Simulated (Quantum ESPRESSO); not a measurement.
# CuO (P6_3mc) in Quantum ESPRESSO: settings compared, part 2 of 2

Quantum ESPRESSO 7.5. Earlier steps stand in the parts before.

## 4. Single point, LDA, 12.35 Å³/atom

Contents of pw.in:

```
&CONTROL
  calculation = 'scf'
  prefix = 'pwscf'
  outdir = './tmp'
  pseudo_dir = './pseudo'
  tprnfor = .true.
  tstress = .true.
  disk_io = 'nowf'
/
&SYSTEM
  ibrav = 0
  nat = 4
  ntyp = 2
  ecutwfc = 56
  ecutrho = 448
  nbnd = 34
  occupations = 'smearing'
  smearing = 'fd'
  degauss = 0.00367493
/
&ELECTRONS
  conv_thr = 8d-10
  electron_maxstep = 120
  mixing_beta = 0.5
/
ATOMIC_SPECIES
Cu    63.5460 cu_lda_v1.2.uspp.F.UPF
O     15.9990 o_lda_v1.2.uspp.F.UPF
CELL_PARAMETERS angstrom
   3.2659564870    0.0000000000    0.0000000000
  -1.6329782385    2.8284012808    0.0000000000
   0.0000000000    0.0000000000    5.3488826646
ATOMIC_POSITIONS crystal
Cu     0.6666666667    0.3333333333    0.0000000000
Cu     0.3333333333    0.6666666667    0.5000000000
O      0.6666666667    0.3333333333    0.6252000000
O      0.3333333333    0.6666666667    0.1252000000
K_POINTS automatic
9 9 5 0 0 0
```

Run with:

```sh
$ OMP_NUM_THREADS=1 pw.x -in pw.in > pw.out
```

Wall time 79 s (1 thread of Intel Xeon at 2.70GHz, shared host); peak memory 0.27 GiB.

The run converged. Its results:

- Free energy: -11857.0600 eV
- Pressure: -18.3 GPa
- Largest force: 0.075 eV/Å
- Band gap on the k mesh: none (metal or under the smearing width)

Caveat: the run has no spin polarisation, though such a crystal can be magnetic; semilocal functionals often make such compounds metallic where correlation or magnetic order opens a gap, which also shifts bond lengths.

## 5. Single point, LDA, 12.60 Å³/atom

Edit pw.in of step 4 so:

```diff
@@ -29,5 +29,5 @@
 CELL_PARAMETERS angstrom
-   3.2659564870    0.0000000000    0.0000000000
-  -1.6329782385    2.8284012808    0.0000000000
-   0.0000000000    0.0000000000    5.3488826646
+   3.2880244300    0.0000000000    0.0000000000
+  -1.6440122100    2.8475126800    0.0000000000
+   0.0000000000    0.0000000000    5.3850248600
 ATOMIC_POSITIONS crystal
```

Run with:

```sh
$ OMP_NUM_THREADS=1 pw.x -in pw.in > pw.out
```

Wall time 1.7 min (1 thread of Intel Xeon at 2.70GHz, shared host); peak memory 0.27 GiB.

The run converged. Its results:

| Item | Value |
| --- | --- |
| Free energy | -11856.9422 eV |
| Pressure | -19.9 GPa |
| Largest force | 0.067 eV/Å |
| Band gap on the k mesh | none (metal or under the smearing width) |

Caveat: the run has no spin polarisation, though such a crystal can be magnetic; semilocal functionals often make such compounds metallic where correlation or magnetic order opens a gap, which also shifts bond lengths.

## 6. Single point, LDA, 12.86 Å³/atom

Edit pw.in of step 5 so:

```diff
@@ -29,5 +29,5 @@
 CELL_PARAMETERS angstrom
-   3.2880244300    0.0000000000    0.0000000000
-  -1.6440122100    2.8475126800    0.0000000000
-   0.0000000000    0.0000000000    5.3850248600
+   3.3098000608    0.0000000000    0.0000000000
+  -1.6549000254    2.8663709294    0.0000000000
+   0.0000000000    0.0000000000    5.4206883156
 ATOMIC_POSITIONS crystal
```

Potentials or basis: GBRV 1.5 LDA.

Run with:

```sh
$ OMP_NUM_THREADS=1 pw.x -in pw.in > pw.out
```

Run time: 2 min. Hardware: 1 thread of Intel Xeon at 2.70GHz, shared host; peak memory 0.28 GiB.

Results (log left out):

```
Free energy            : -11856.8149 eV
Pressure               : -21.3 GPa
Largest force          : 0.059 eV/Å
Band gap on the k mesh : none (metal or under the smearing width)
```

Caveat: the run has no spin polarisation, though such a crystal can be magnetic; semilocal functionals often make such compounds metallic where correlation or magnetic order opens a gap, which also shifts bond lengths.

## 7. Single point, LDA, 13.11 Å³/atom

Edit pw.in of step 6 so:

```diff
@@ -29,5 +29,5 @@
 CELL_PARAMETERS angstrom
-   3.3098000608    0.0000000000    0.0000000000
-  -1.6549000254    2.8663709294    0.0000000000
-   0.0000000000    0.0000000000    5.4206883156
+   3.3312928712    0.0000000000    0.0000000000
+  -1.6656464306    2.8849842492    0.0000000000
+   0.0000000000    0.0000000000    5.4558885767
 ATOMIC_POSITIONS crystal
```

Run with:

```sh
$ OMP_NUM_THREADS=1 pw.x -in pw.in > pw.out
```

Run time: 88 s. Hardware: 1 thread of Intel Xeon at 2.70GHz, shared host; peak memory 0.28 GiB.

The run converged. Its results:

- Free energy: -11856.6794 eV
- Pressure: -22.5 GPa
- Largest force: 0.052 eV/Å
- Band gap on the k mesh: none (metal or under the smearing width)

Caveat: the run has no spin polarisation, though such a crystal can be magnetic; semilocal functionals often make such compounds metallic where correlation or magnetic order opens a gap, which also shifts bond lengths.

## 8. Single point, LDA, 13.36 Å³/atom

Edit pw.in of step 7 so:

```diff
@@ -29,5 +29,5 @@
 CELL_PARAMETERS angstrom
-   3.3312928712    0.0000000000    0.0000000000
-  -1.6656464306    2.8849842492    0.0000000000
-   0.0000000000    0.0000000000    5.4558885767
+   3.3525118693    0.0000000000    0.0000000000
+  -1.6762559295    2.9033604405    0.0000000000
+   0.0000000000    0.0000000000    5.4906403963
 ATOMIC_POSITIONS crystal
```

Run with:

```sh
$ OMP_NUM_THREADS=1 pw.x -in pw.in > pw.out
```

It took 96 s on 1 thread of Intel Xeon at 2.70GHz, shared host; peak memory 0.29 GiB.

It converged, with:

| Item | Value |
| --- | --- |
| Free energy | -11856.5367 eV |
| Pressure | -23.5 GPa |
| Largest force | 0.045 eV/Å |
| Band gap on the k mesh | none (metal or under the smearing width) |

Caveat: the run has no spin polarisation, though such a crystal can be magnetic; semilocal functionals often make such compounds metallic where correlation or magnetic order opens a gap, which also shifts bond lengths.

## 9. Equation of state, LDA

Potentials or basis: GBRV 1.5 LDA.

This step only gathers the single runs of the series.

What came out:

- Equilibrium volume: 10.72 Å³/atom (rough: see the caveat)
- Bulk modulus at fixed shape and positions: 175 GPa (rough)

Energy against volume, from the lowest point:
```
volume (Å³/atom)  energy (meV/atom)
          11.848               0.00
          12.100              23.62
          12.352              50.36
          12.605              79.79
          12.857             111.63
          13.109             145.50
          13.361             181.16
```

Caveat: the minimum lies outside the volumes run; the cell was scaled at fixed shape and fractional positions, which overstates the stiffness of a crystal with free parameters, most of all of layers and chains; the run has no spin polarisation, though such a crystal can be magnetic.

## 10. Band structure, r2SCAN

Contents of pw.in:

```
&CONTROL
  calculation = 'scf'
  prefix = 'pwscf'
  outdir = './tmp'
  pseudo_dir = './pseudo'
  tprnfor = .true.
  tstress = .true.
  disk_io = 'low'
/
&SYSTEM
  ibrav = 0
  celldm(1) = 8
  nat = 4
  ntyp = 2
  ecutwfc = 88
  nbnd = 34
  input_dft = 'r2scan'
  occupations = 'smearing'
  smearing = 'fd'
  degauss = 0.00367493
  nosym = .true.
/
&ELECTRONS
  conv_thr = 1d-08
  electron_maxstep = 120
  mixing_beta = 0.5
/
ATOMIC_SPECIES
Cu    63.5460 Cu_ONCV_PBE-1.2.upf
O     15.9990 O_ONCV_PBE-1.2.upf
CELL_PARAMETERS alat
  0.7766832079723   0.0000000000000   0.0000000000000
 -0.3883416028051   0.6726273876999   0.0000000000000
  0.0000000000000   0.0000000000000   1.2720277699627
ATOMIC_POSITIONS crystal
Cu     0.6666666667    0.3333333333    0.0000000000
Cu     0.3333333333    0.6666666667    0.5000000000
O      0.6666666667    0.3333333333    0.6252000000
O      0.3333333333    0.6666666667    0.1252000000
K_POINTS automatic
7 7 4 0 0 0
```

Contents of bands.in:

```
&CONTROL
  calculation = 'bands'
  prefix = 'pwscf'
  outdir = './tmp'
  pseudo_dir = './pseudo'
  disk_io = 'low'
  verbosity = 'high'
/
&SYSTEM
  ibrav = 0
  celldm(1) = 8
  nat = 4
  ntyp = 2
  ecutwfc = 88
  nbnd = 34
  input_dft = 'r2scan'
  occupations = 'smearing'
  smearing = 'fd'
  degauss = 0.00367493
  nosym = .true.
/
&ELECTRONS
  conv_thr = 1d-08
  electron_maxstep = 120
  mixing_beta = 0.5
  diago_full_acc = .true.
  startingwfc = 'random'
/
ATOMIC_SPECIES
Cu    63.5460 Cu_ONCV_PBE-1.2.upf
O     15.9990 O_ONCV_PBE-1.2.upf
CELL_PARAMETERS alat
  0.7766832079723   0.0000000000000   0.0000000000000
 -0.3883416028051   0.6726273876999   0.0000000000000
  0.0000000000000   0.0000000000000   1.2720277699627
ATOMIC_POSITIONS crystal
Cu     0.6666666667    0.3333333333    0.0000000000
Cu     0.3333333333    0.6666666667    0.5000000000
O      0.6666666667    0.3333333333    0.6252000000
O      0.3333333333    0.6666666667    0.1252000000
K_POINTS crystal
60
 0.0000000000  0.0000000000  0.0000000000 1
 0.0625000000  0.0000000000  0.0000000000 1
 0.1250000000  0.0000000000  0.0000000000 1
 0.1875000000  0.0000000000  0.0000000000 1
 0.2500000000  0.0000000000  0.0000000000 1
 0.3125000000  0.0000000000  0.0000000000 1
 0.3750000000  0.0000000000  0.0000000000 1
 0.4375000000  0.0000000000  0.0000000000 1
 0.5000000000  0.0000000000  0.0000000000 1
 0.4583333333  0.0833333333  0.0000000000 1
 0.4166666667  0.1666666667  0.0000000000 1
 0.3750000000  0.2500000000  0.0000000000 1
 0.3333333333  0.3333333333  0.0000000000 1
 0.2962962963  0.2962962963  0.0000000000 1
 0.2592592593  0.2592592593  0.0000000000 1
 0.2222222222  0.2222222222  0.0000000000 1
 0.1851851852  0.1851851852  0.0000000000 1
 0.1481481481  0.1481481481  0.0000000000 1
 0.1111111111  0.1111111111  0.0000000000 1
 0.0740740741  0.0740740741  0.0000000000 1
 0.0370370370  0.0370370370  0.0000000000 1
 0.0000000000  0.0000000000  0.0000000000 1
 0.0000000000  0.0000000000  0.1250000000 1
 0.0000000000  0.0000000000  0.2500000000 1
 0.0000000000  0.0000000000  0.3750000000 1
 0.0000000000  0.0000000000  0.5000000000 1
 0.0625000000  0.0000000000  0.5000000000 1
 0.1250000000  0.0000000000  0.5000000000 1
 0.1875000000  0.0000000000  0.5000000000 1
 0.2500000000  0.0000000000  0.5000000000 1
 0.3125000000  0.0000000000  0.5000000000 1
 0.3750000000  0.0000000000  0.5000000000 1
 0.4375000000  0.0000000000  0.5000000000 1
 0.5000000000  0.0000000000  0.5000000000 1
 0.4666666667  0.0666666667  0.5000000000 1
 0.4333333333  0.1333333333  0.5000000000 1
 0.4000000000  0.2000000000  0.5000000000 1
 0.3666666667  0.2666666667  0.5000000000 1
 0.3333333333  0.3333333333  0.5000000000 1
 0.3000000000  0.3000000000  0.5000000000 1
 0.2666666667  0.2666666667  0.5000000000 1
 0.2333333333  0.2333333333  0.5000000000 1
 0.2000000000  0.2000000000  0.5000000000 1
 0.1666666667  0.1666666667  0.5000000000 1
 0.1333333333  0.1333333333  0.5000000000 1
 0.1000000000  0.1000000000  0.5000000000 1
 0.0666666667  0.0666666667  0.5000000000 1
 0.0333333333  0.0333333333  0.5000000000 1
 0.0000000000  0.0000000000  0.5000000000 1
 0.5000000000  0.0000000000  0.5000000000 1
 0.5000000000  0.0000000000  0.4000000000 1
 0.5000000000  0.0000000000  0.3000000000 1
 0.5000000000  0.0000000000  0.2000000000 1
 0.5000000000  0.0000000000  0.1000000000 1
 0.5000000000  0.0000000000  0.0000000000 1
 0.3333333333  0.3333333333  0.0000000000 1
 0.3333333333  0.3333333333  0.1250000000 1
 0.3333333333  0.3333333333  0.2500000000 1
 0.3333333333  0.3333333333  0.3750000000 1
 0.3333333333  0.3333333333  0.5000000000 1
```

Potentials or basis: SG15 PBE 1.2.

Run with:

```sh
$ OMP_NUM_THREADS=1 pw.x -in pw.in > pw.out
$ OMP_NUM_THREADS=1 pw.x -in bands.in > bands.out
```

It took 24 min on 1 thread of Intel Xeon at 2.70GHz, shared host; peak memory 0.33 GiB.

Results (log left out):

```yaml
Free_energy: -10805.9753 eV
Pressure: -14.1 GPa
Largest_force: 0.056 eV/Å
Band_gap_on_the_k_mesh: none (metal or under the smearing width)
```

Forces in eV/Å, atoms in the order of the input:
```
Cu   0.000  0.000 -0.056
Cu   0.000  0.000 -0.056
O    0.000  0.000  0.056
O    0.000  0.000  0.056
```

Stress tensor (GPa, compression positive):
```
-14.35   0.00   0.00
  0.00 -14.35   0.00
  0.00   0.00 -13.58
```

Levels at the corners of the path, in eV from the Fermi level:
```csv
point,band 24,band 25,band 26,band 27,band 28,band 29
Γ,0.65,0.76,0.76,1.35,6.29,8.32
M,-1.06,-0.18,0.02,6.57,7.36,8.32
K,-0.62,-0.62,-0.59,8.47,8.51,8.51
Γ,0.65,0.76,0.76,1.35,6.29,8.32
A,0.39,0.39,0.39,3.81,3.81,10.99
L,-0.48,-0.45,-0.45,6.56,6.56,9.00
H,-1.11,-0.41,-0.41,8.51,8.51,9.01
A,0.39,0.39,0.39,3.81,3.81,10.99
L,-0.48,-0.45,-0.45,6.56,6.56,9.00
M,-1.06,-0.18,0.02,6.57,7.36,8.32
K,-0.62,-0.62,-0.59,8.47,8.51,8.51
H,-1.11,-0.41,-0.41,8.51,8.51,9.01
```

Caveat: the k mesh is coarse; the potentials were made for another functional, which shifts forces and pressure; the run has no spin polarisation, though such a crystal can be magnetic; semilocal functionals often make such compounds metallic where correlation or magnetic order opens a gap, which also shifts bond lengths. With open d or f shells a metallic result of r2SCAN can be an artefact of self-interaction; +U or a hybrid may open a gap.
